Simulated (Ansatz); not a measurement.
Runs of Ansatz 0.2.0 on KF. The structure is cubic, space group Pm-3m (No. 221). Conventional cell: a = 3.259 Å, b = 3.259 Å, c = 3.259 Å, α = 90.00°, β = 90.00°, γ = 90.00°. K (site symmetry m-3m) is surrounded by 8 F at 2.82 Å. Around F (site symmetry m-3m) lie 8 K at 2.82 Å. The cell comes from a database or a generator and needn't be the stable form of this composition.

```csv
task,level,potentials or basis,spin,cell,k mesh,cutoff (eV),smearing,moments locked,scf algorithm,scf mixing preconditioner,basis error allowed,other keys,gap on the mesh (eV),pressure (GPa),moment (μB)
relaxation of the atoms,revPBE-LDA,"all-electron LAPW, inner shells corrected to Dirac's equation",off,atoms relaxed from: atoms moved at random,6 × 6 × 6,500,fermi-dirac 0.1 eV,-,-,-,0.002 eV/atom,basis.ecutwfc = 500,6.86,5.7,-
density of states,revPBE+D3(BJ),"all-electron LAPW, scalar-relativistic","collinear, ferromagnetic start",as given,8 × 8 × 8,187,gaussian 0.1 eV,-,-,-,0.001 eV/atom,-,(a),-0.3,0.00
density of states,PBE+D3(BJ)+ATM,"all-electron LAPW, scalar-relativistic",off,as given,8 × 8 × 8,186,cold 0.1 eV,-,-,-,0.001 eV/atom,scf.occupations.method = cold; scf.occupations.width = 0.1,6.27,-1.4,-
density of states,BLYP,"all-electron LAPW, scalar-relativistic","non-collinear, random start",as given,6 × 6 × 6,185,cold 0.05 eV,-,density_mixing,-,0.001 eV/atom,scf.algorithm = density_mixing,6.35,(b),0.00
relaxation of the atoms,PBEsol,"all-electron LAPW, scalar-relativistic","non-collinear, random start",atoms relaxed from: atoms moved at random,6 × 6 × 6,-,fermi-dirac 0.15 eV,-,-,ldos,0.002 eV/atom,scf.mixing.preconditioner = ldos; …,6.11,-2.5,0.00
```

Question: Fill in the values left out.

Answer: (a) 6.52; (b) 1.0.

Caveats: the starting moments weren't kept (some runs); the program listed the state as in doubt (some runs).

A k mesh can miss the band edges.
